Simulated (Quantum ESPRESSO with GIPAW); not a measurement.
# Octahedral tilting in BaZrO3 seen by 17O

Starting from the cubic perovskite, neighbouring octahedra are turned by θ about [001] in opposite senses, in all three directions (tilt system a⁰a⁰c⁻). The cell and the cations are held, so the in-plane bonds lengthen as 1/cos θ. GIPAW with PBEsol and plane-wave PAW files from pslibrary 1.0.0 recipes (Zr spn, Ba spn, O n), cutoffs 55 and 330 Ry, a 5×5×5 mesh in every shielding run (Quantum ESPRESSO with GIPAW, a patched development version), without spin-orbit coupling. The atoms are held where the series puts them. The cells were built for this series from an entry of the Crystallography Open Database for this compound, not from a prototype; it need not be the form that is stable at ambient conditions. The shielding is averaged over all O atoms of the cell.

One member of the series, BaZrO3 (I4/mcm) at 6 °, as used in the shielding run:

```xyz
10
Lattice="0.0000 4.1913 4.1913 4.1913 0.0000 4.1913 4.1913 4.1913 0.0000" Properties=species:S:1:pos:R:3 pbc="T T T"
Zr    0.0000    0.0000    0.0000
Zr    4.1913    4.1913    4.1913
Ba    2.0957    2.0957    2.0957
Ba    6.2870    6.2870    6.2870
O     2.0957    4.4116    4.1913
O     3.9711    2.0957    4.1913
O     4.1913    4.1913    2.0957
O     6.2870    3.9711    4.1913
O     4.4116    6.2870    4.1913
O     4.1913    4.1913    6.2870
```

| angle θ (°) | θ² (deg²) | shortest bond, mean over sites, at O (Å) | mean σ_iso of O (ppm) |
| --- | --- | --- | --- |
| 0 | 0.00 | 2.0957 | -180.86 |
| 1.5 | 2.25 | 2.0961 | -181.03 |
| 3 | 9.00 | 2.0976 | ? |
| 4.5 | 20.25 | 2.1000 | -182.39 |
| 6 | 36.00 | 2.1034 | -183.62 |
| 7.5 | 56.25 | 2.1077 | -185.25 |
| 9 | 81.00 | 2.1131 | -187.36 |
| 10.5 | 110.25 | 2.1195 | -190.02 |
| 12 | 144.00 | 2.1269 | -193.31 |

**Task.** Fit mean σ_iso of O against x, the square of the angle in deg²; judge whether a straight line is enough, and predict the withheld row (x = 9.00 deg²).

1. The 8 known rows give Σx = 450.00, Σy = -1483.84, Σx² = 44327.2500 and Σxy = -85093.8525.

2. Slope b = (nΣxy − ΣxΣy)/(nΣx² − (Σx)²) = -0.085610 and intercept a = (Σy − bΣx)/n = -180.664 ppm.

3. Residuals y − a − bx, in the order of the table: -0.20, -0.17, +0.01, +0.13, +0.23, +0.24, +0.08, -0.32 ppm; r.m.s. 0.19 ppm, R² = 0.998. They bend, and a quadratic term takes most of them away: y = -180.87121 − 0.07242440 x − 9.65401e-5 x², r.m.s. 0.010 ppm.

4. At x = 9.00 deg², inside the fitted range, the line gives -181.43 ppm and the parabola -181.53 ppm.

5. The run gives -181.53 ppm. The line misses by +0.10 ppm, the parabola by less than the last digit shown; that is within twice the r.m.s. of the parabola. Verdict: a line is not enough; the parabola both fits and predicts better.

Between neighbouring rows of the full table the slope is -0.76 ppm for 10 deg² of θ² at the low end and -0.97 at the high end. Turning by −θ gives the same structure shifted by one cell, so a mean over an element is even in θ: hence the fit against θ². The macroscopic shape term is left out. It is common to all sites of a cell; for a sphere, judged roughly from the xx and yy parts of the valence susceptibility, it lies between 5.9 and 6.7 ppm in these runs.

[Logs are printed without paths, hosts, clocks, repeated set-up lines and the standing remarks that a program may print on its own settings, such as how far it seeks lower states.]

[Hosts, paths, dates, database ids (printed as entryN), source tags and the programs' standing remarks are cut or masked in the printed files.]
